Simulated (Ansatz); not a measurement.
TiB2:

```xyz
3
Lattice="3.0292 0.0000 0.0000 -1.5146 2.6234 0.0000 0.0000 0.0000 3.2284" Properties=species:S:1:pos:R:3 pbc="T T T"
Ti    0.0000    0.0000    0.0000
B     1.5146    0.8745    1.6142
B     0.0000    1.7489    1.6142
```

* Program: Ansatz 0.2.0
* Task: single point
* Functional: PBEsol
* Potentials or basis: Ansatz PAW
* Cutoff: 420 eV (not typed: the program's choice for these potentials)
* k mesh: 10 × 10 × 8
* Occupations: fermi-dirac, width 0.05 eV
* Spin: no spin polarisation

On this cell: pressure -5.1 GPa; largest force under 0.003 eV/Å; band gap on the k mesh none (metal or under the smearing width).

The same run follows on a disturbed copy (atoms moved at random, drawn with an rms of 0.05 Å):

```xyz
3
Lattice="3.0292 0.0000 0.0000 -1.5146 2.6234 0.0000 0.0000 0.0000 3.2284" Properties=species:S:1:pos:R:3 pbc="T T T"
Ti    0.0109   -0.0365   -0.0493
B     1.5136    0.8224    1.6230
B    -0.0053    1.7485    1.5951
```

Q: What does the disturbed cell give?

A: The energy (extrapolated to zero smearing) moves by +13.0 meV/atom; pressure -4.5 GPa; largest force 0.947 eV/Å; band gap on the k mesh none (metal or under the smearing width).

Forces on the atoms (eV/Å):
```
Ti  -0.204  0.138  0.617
B    0.045  0.782 -0.461
B    0.159 -0.920 -0.155
```

Stress tensor (GPa, compression positive):
```
-4.97  0.06 -0.16
 0.06 -2.10  0.09
-0.16  0.09 -6.33
```

Caveats: the PAW data sets come from PBE, with cores solved anew for the run's functional, which leaves a small shift of forces and pressure.
